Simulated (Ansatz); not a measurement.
**Bands of RbCl**

```
Rb Cl
1.0
     0.00000    3.27400    3.27400
     3.27400    0.00000    3.27400
     3.27400    3.27400    0.00000
Rb Cl
1 1
Cartesian
  0.0000 0.0000 0.0000
  3.2740 3.2740 3.2740
```

Atoms are numbered in the order listed.

The cell is COD entry 8103714, as deposited and not checked against the literature; nothing was relaxed. It differs from other determinations.

Computed with Ansatz 0.2.0, DFT, PBE, all-electron LAPW, scalar-relativistic.

Numerical set-up: a Γ-centred 7×7×7 k mesh, Fermi–Dirac smearing of 0.02 eV, basis error target 1 meV/atom, no spin polarisation.

Points in fractions of the reciprocal vectors of this cell: Γ (0, 0, 0), X (0.5, 0, 0.5), U (0.625, 0.25, 0.625), K (0.375, 0.375, 0.75), L (0.5, 0.5, 0.5), W (0.5, 0.25, 0.75). The path joins them by straight lines in the order Γ–X–U–K–Γ–L–W–X; legs that retrace an earlier one aren't tabulated. Energies are in eV from the top of the valence band.

Question: Metal or insulator at this level of theory?

Answer: An insulator or semiconductor: gap 5.05 eV, direct at Γ.

Question: Tabulate bands 16 to 21, counted from the lowest band of the run, along the path.

Answer: 
| k (1/Å) | point | band 16 | band 17 | band 18 | band 19 | band 20 | band 21 |
| --- | --- | --- | --- | --- | --- | --- | --- |
| 0.00 | Γ | -7.93 | 0.00 | 0.00 | 0.00 | 5.05 | 7.99 |
| 0.14 |  | -7.92 | -0.10 | -0.01 | -0.01 | 5.21 | 7.84 |
| 0.27 |  | -7.91 | -0.32 | -0.03 | -0.03 | 5.62 | 7.48 |
| 0.41 |  | -7.92 | -0.50 | -0.06 | -0.06 | 6.14 | 7.07 |
| 0.55 |  | -7.98 | -0.55 | -0.08 | -0.08 | 6.71 | 6.71 |
| 0.69 |  | -8.02 | -0.48 | -0.09 | -0.09 | 6.43 | 7.31 |
| 0.82 |  | -8.03 | -0.37 | -0.10 | -0.10 | 6.25 | 7.86 |
| 0.96 | X | -8.04 | -0.32 | -0.10 | -0.10 | 6.20 | 8.13 |
| 1.01 |  | -8.04 | -0.32 | -0.11 | -0.10 | 6.21 | 8.16 |
| 1.06 |  | -8.03 | -0.31 | -0.13 | -0.11 | 6.26 | 8.22 |
| 1.10 |  | -8.03 | -0.31 | -0.17 | -0.13 | 6.35 | 8.33 |
| 1.15 |  | -8.02 | -0.30 | -0.22 | -0.15 | 6.46 | 8.49 |
| 1.20 |  | -8.01 | -0.30 | -0.28 | -0.17 | 6.60 | 8.67 |
| 1.25 |  | -8.00 | -0.34 | -0.29 | -0.20 | 6.77 | 8.89 |
| 1.30 | U | -7.99 | -0.41 | -0.28 | -0.23 | 6.95 | 8.76 |
| 1.38 |  | -7.96 | -0.45 | -0.27 | -0.24 | 7.09 | 8.56 |
| 1.47 |  | -7.94 | -0.49 | -0.27 | -0.24 | 7.30 | 8.24 |
| 1.55 |  | -7.92 | -0.51 | -0.26 | -0.25 | 7.57 | 7.90 |
| 1.63 |  | -7.92 | -0.51 | -0.26 | -0.25 | 7.57 | 7.90 |
| 1.72 |  | -7.94 | -0.49 | -0.27 | -0.24 | 7.30 | 8.24 |
| 1.80 |  | -7.96 | -0.45 | -0.27 | -0.24 | 7.09 | 8.56 |
| 1.89 | K | -7.99 | -0.41 | -0.28 | -0.23 | 6.95 | 8.76 |
| 2.03 |  | -7.95 | -0.59 | -0.30 | -0.24 | 7.49 | 8.25 |
| 2.18 |  | -7.92 | -0.69 | -0.33 | -0.19 | 7.56 | 7.87 |
| 2.32 |  | -7.91 | -0.66 | -0.31 | -0.14 | 7.06 | 7.66 |
| 2.47 |  | -7.91 | -0.52 | -0.23 | -0.08 | 6.38 | 7.62 |
| 2.61 |  | -7.92 | -0.30 | -0.13 | -0.04 | 5.72 | 7.73 |
| 2.76 |  | -7.93 | -0.09 | -0.04 | -0.01 | 5.23 | 7.90 |
| 2.90 | Γ | -7.93 | 0.00 | 0.00 | 0.00 | 5.05 | 7.99 |
| 3.02 |  | -7.93 | -0.06 | -0.02 | -0.02 | 5.17 | 7.95 |
| 3.14 |  | -7.93 | -0.20 | -0.07 | -0.07 | 5.52 | 7.86 |
| 3.26 |  | -7.92 | -0.39 | -0.14 | -0.14 | 6.04 | 7.79 |
| 3.38 |  | -7.91 | -0.58 | -0.22 | -0.22 | 6.63 | 7.79 |
| 3.50 |  | -7.91 | -0.74 | -0.29 | -0.29 | 7.21 | 7.87 |
| 3.62 |  | -7.90 | -0.85 | -0.33 | -0.33 | 7.64 | 7.98 |
| 3.74 | L | -7.90 | -0.88 | -0.35 | -0.35 | 7.79 | 8.03 |
| 3.83 |  | -7.91 | -0.86 | -0.35 | -0.34 | 7.79 | 8.02 |
| 3.93 |  | -7.92 | -0.80 | -0.33 | -0.33 | 7.79 | 7.99 |
| 4.03 |  | -7.92 | -0.71 | -0.31 | -0.30 | 7.77 | 7.93 |
| 4.12 |  | -7.92 | -0.61 | -0.29 | -0.28 | 7.75 | 7.85 |
| 4.22 |  | -7.92 | -0.53 | -0.26 | -0.26 | 7.72 | 7.77 |
| 4.32 |  | -7.92 | -0.47 | -0.24 | -0.24 | 7.70 | 7.71 |
| 4.41 | W | -7.92 | -0.45 | -0.24 | -0.24 | 7.69 | 7.69 |
| 4.48 |  | -7.92 | -0.44 | -0.26 | -0.21 | 7.33 | 8.07 |
| 4.55 |  | -7.94 | -0.39 | -0.28 | -0.19 | 7.00 | 8.47 |
| 4.62 |  | -7.97 | -0.32 | -0.29 | -0.16 | 6.72 | 8.72 |
| 4.69 |  | -7.99 | -0.30 | -0.24 | -0.14 | 6.50 | 8.49 |
| 4.76 |  | -8.02 | -0.31 | -0.17 | -0.12 | 6.33 | 8.31 |
| 4.82 |  | -8.03 | -0.31 | -0.12 | -0.10 | 6.23 | 8.18 |
| 4.89 | X | -8.04 | -0.32 | -0.10 | -0.10 | 6.20 | 8.13 |

Kohn–Sham gaps of semilocal functionals usually fall short of measured ones.
